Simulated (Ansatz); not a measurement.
`ClC1=CCC1` + H₂ → `C1=CCC1` + HCl at 500 K and 1 bar (hydrogenolysis of a C–Cl bond).

Isolated molecules relaxed with PBE0-D4/def2-TZVP in Ansatz; ΔE leaves out vibrations. CBS: MP2 limit from def2 TZ/QZ plus the TZ coupled-cluster correction, frozen cores. This one scheme is used for every species.

| species | CCSD(T)/CBS energy (Eh) | H − E (kJ/mol) | S (J/(mol·K)) |
| --- | --- | --- | --- |
| `ClC1=CCC1` | -614.94192 | 239.9 | 349.2 |
| H₂ | -1.17544 | 41.0 | 145.5 |
| `C1=CCC1` | -155.75974 | 257.5 | 305.2 |
| HCl | -460.38127 | 32.5 | 201.9 |

H − E and S are ideal-gas, rigid-rotor, harmonic terms from PBE0-D4/def2-TZVP. For small species the MP2-based limit differs from directly extrapolated CCSD(T) by up to some mEh (0.8 for H₂); such offsets cancel only in part. 1 Eh = 2625.50 kJ/mol, R = 8.31446 J/(mol·K).

Q: By hand: ΔE, ΔH, ΔS and ΔG.

A: ΔE = (-155.75974) + (-460.38127) − (-614.94192) − (-1.17544) = -0.02365 Eh = -62.1 kJ/mol. Δ(H − E) = 257.5 + 32.5 − 239.9 − 41.0 = 9.1, so ΔH = -53.0 kJ/mol. ΔS = 305.2 + 201.9 − 349.2 − 145.5 = 12.4 J/(mol·K). ΔG = -53.0 − 500 × (12.4)/1000 = -59.2 kJ/mol.

Q: By hand: the equilibrium constant, and the temperature at which ΔG would vanish if ΔH and ΔS stayed fixed.

A: log₁₀ K = −ΔG/(RT ln 10) = 6.2. ΔH and −TΔS have one sign here, so there is no such temperature.

The number of gas molecules stays the same, so ΔS is small and ΔH decides. A doubt of 5 kJ/mol in ΔE shifts log₁₀ K by 0.5 here. These are equilibria of isolated gas molecules and say nothing of rates. Largest T1 diagnostic: 0.010 (customary marks: 0.02 for closed shells, 0.045 for open ones).
